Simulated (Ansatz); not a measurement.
Input and command of a calculation in Ansatz (plane waves; scalar-relativistic PAW potentials unless the input names others):

```yaml
crystal:
  lattice:
    - [2.5488057606, -2.5488057606, 0.0]
    - [2.5488057606, 0.0, -2.5488057606]
    - [6.2523120596, 6.2523120596, 6.2523120596]
  atoms:
    - { symbol: Hf, position: [0.0, 0.0, 0.6794437835] }
    - { symbol: Hf, position: [0.3333333333, 0.3333333333, 0.4076717055] }
    - { symbol: Hf, position: [0.6666666667, 0.6666666667, 0.1358996276] }
    - { symbol: O, position: [0.6666666667, 0.6666666667, 0.339728686] }
    - { symbol: O, position: [1.0, 0.0, 0.0679566081] }
    - { symbol: O, position: [0.3333333333, 0.3333333333, 0.611500764] }
    - { symbol: O, position: [0.6666666667, 0.6666666667, 0.747386803] }
    - { symbol: O, position: [1.0, 1.0, 0.475614725] }
    - { symbol: O, position: [0.3333333333, 0.3333333333, 0.2038426471] }
kpoints:
  mp_grid: { grid: [7, 7, 3] }
hamiltonian:
  xc: rpbe
scf:
  occupations: { method: cold, width: 0.05 }
output:
  forces: true
  eigenvalues: true
  stress: true
```

```bash
ansatz run input.yaml --threads 2 --pin off --max-ram 5120MiB --backend cpu --events-out ev --progress --plain --runs-dir out
```

Abridged log:
```
Pseudopotentials: kind: paw
Pseudopotential: Hf, paw, valence charge 26, recommended cutoff 420 eV (normal)
Pseudopotential: O, paw, valence charge 6, recommended cutoff 420 eV (normal)
Functional definition: RPBE
Crystal: 9 atoms, lattice volume = 121.853 Å³
Basis set: ecut = 420 eV, 2341 PW (Γ), exchange–correlation on 50×50×150 points (8 copies of the dense FFT grid, shifted against one another)
Bands: 69, of which v1, the nominal top of the filled ones, is band 57 counted from 1 (56 counted from 0)
Symmetry: 12 space group operations
Space group: P-3m1 (ITA 164), of the structure as read, at distance tolerance 5.0e-5 Å
k-points: 20 of 147
Initial density: superposition of atomic densities (neutral atoms: chi_scale 0, normalization atom), corrected by the library's trained network
Initial wavefunctions: pseudopotential atomic-orbital guess
Functional: x = rpbe, c = pbe(β = 0.06672455)
SCF iter   1: F=—  HF=-50630.586038 eV  |F-HF|=—  |Δ(HF+E_count)|=         —  Δρ=6.45e-3  dr2=5.91e-2  ethr=1.77e-3  ⟨swp⟩=5.4  Hψ=4464  notcnv=0
SCF iter   2: F=—  HF=-50630.576182 eV  |F-HF|=—  |Δ(HF+E_count)|=   9.86e-3  S|Δr|=    0.00e0  Δρ=2.90e-3  dr2=5.84e-3  ethr=5.18e-5  ⟨swp⟩=2.0  Hψ=2629  notcnv=0  defer=73
SCF iter   3: F=—  HF=-50630.577333 eV  |F-HF|=—  |Δ(HF+E_count)|=   1.15e-3  S|Δr|=    0.00e0  Δρ=1.40e-3  dr2=2.47e-3  ethr=5.13e-6  ⟨swp⟩=2.0  Hψ=1988  notcnv=0  defer=17
automatic band count: iteration 3 solves 66 bands in place of 69: the levels show a gap, and the empty bands left out lie too high to hold charge; the band table lists the bands solved (type scf.n_extra_bands for more)
SCF iter   4: F=—  HF=-50630.578488 eV  |F-HF|=—  |Δ(HF+E_count)|=   1.16e-3  S|Δr|=    0.00e0  Δρ=5.31e-4  dr2=4.00e-4  ethr=2.17e-6  ⟨swp⟩=2.0  Hψ=2204  notcnv=0  defer=17
SCF iter   5: F=—  HF=-50630.578593 eV  |F-HF|=—  |Δ(HF+E_count)|=   1.04e-4  S|Δr|=    0.00e0  Δρ=2.26e-4  dr2=8.30e-5  ethr=3.51e-7  ⟨swp⟩=2.0  Hψ=2438  notcnv=0  defer=17
SCF iter   6: F=—  HF=-50630.578704 eV  |F-HF|=—  |Δ(HF+E_count)|=   1.12e-4  S|Δr|=    0.00e0  Δρ=7.56e-5  dr2=1.07e-5  ethr=7.28e-8  ⟨swp⟩=2.5  Hψ=2221  notcnv=0  defer=17
SCF iter   7: F=—  HF=-50630.578728 eV  |F-HF|=—  |Δ(HF+E_count)|=   2.37e-5  S|Δr|=    0.00e0  Δρ=5.07e-5  dr2=3.04e-6  ethr=9.42e-9  ⟨swp⟩=2.8  Hψ=2519  notcnv=0  defer=17
SCF iter   8: F=—  HF=-50630.578731 eV  |F-HF|=—  |Δ(HF+E_count)|=   2.75e-6  S|Δr|=    0.00e0  Δρ=1.92e-5  dr2=4.58e-7  ethr=2.67e-9  ⟨swp⟩=2.4  Hψ=2453  notcnv=0  defer=17
SCF iter   9: F=—  HF=-50630.578733 eV  |F-HF|=—  |Δ(HF+E_count)|=   1.79e-6  S|Δr|=    0.00e0  Δρ=1.18e-5  dr2=1.39e-7  ethr=8.77e-11  ⟨swp⟩=11.3  Hψ=6249  notcnv=0
SCF iter  10: F=-50630.578733 eV  HF=-50630.578733 eV  |F-HF|=2.37e-8  |Δ(HF+E_count)|=   6.81e-8  S|Δr|=    0.00e0  Δρ=3.76e-6  dr2=1.49e-8  ethr=8.77e-11  ⟨swp⟩=6.0  Hψ=5374  notcnv=0
SCF 1 converged in 10 iterations: F = -50630.578733 eV  dr2 = 1.49e-8
SCF converged after 10 iterations
Stability not checked: this state was not tested for a lower state beside it, because cold or Methfessel-Paxton smearing, or corrected tetrahedra, fill the levels in a way that the test cannot read (fill_not_monotonic; see scf.lower_state_search)
Free energy (F): -50630.578733 eV
Harris-Foulkes:  -50630.578733 eV  (|F-HF|=2.37e-8)
Internal energy: -50630.578733 eV  (E = F + TS)
E sigma→0 (E₀):  -50630.578733 eV
Fermi energy:    13.782234 eV
Step filling:    the computed levels leave a gap of 4.2399 eV = 84.8 smearing widths at the electron count; against every level under it full and every level over it empty, smearing changes F+E_penalty+E_count by +0.00e0 meV and its σ→0 estimate by +0.00e0 meV
--- Forces (eV/Å), atoms counted from 1 ---
  atom   1  Hf    -0.42334211    -0.42334211    -0.42334211
  atom   2  Hf     0.00000000     0.00000000     0.00000000
  atom   3  Hf     0.42334211     0.42334211     0.42334211
  atom   4  O     -0.24192932    -0.24192932    -0.24192932
  atom   5  O     -0.46932931    -0.46932931    -0.46932931
  atom   6  O     -0.18016245    -0.18016245    -0.18016245
  atom   7  O      0.46932931     0.46932931     0.46932931
  atom   8  O      0.24192932     0.24192932     0.24192932
  atom   9  O      0.18016245     0.18016245     0.18016245
--- Stress (GPa, compression-positive) ---
       -3.534556       2.035764       2.035764
        2.035764      -3.534556       2.035764
        2.035764       2.035764      -3.534556
  P = ⅓ Tr σ = -3.5346 GPa (-35.346 kbar)
```

Apart from outputs and empty bands, the input differs from a reference run on usual settings in hamiltonian.xc: "pbe" → "rpbe"; scf.occupations.method: "gaussian" → "cold"; basis.ecutwfc: 420 → not typed. The reference, at the same geometry (not necessarily relaxed), gave pressure -7.45 GPa, largest force 0.832 eV/Å, gap on the mesh 4.17 eV. This run converged in 10 SCF iterations (reference: 9) with a total energy on another zero, pressure -3.53 GPa, largest force 0.813 eV/Å, gap on the mesh 4.24 eV.

The run took 6.6 s on 2 threads of Intel(R) Xeon(R) Platinum 8375C CPU @ 2.90GHz (Ice Lake) (shared host), peak memory 0.54 GiB.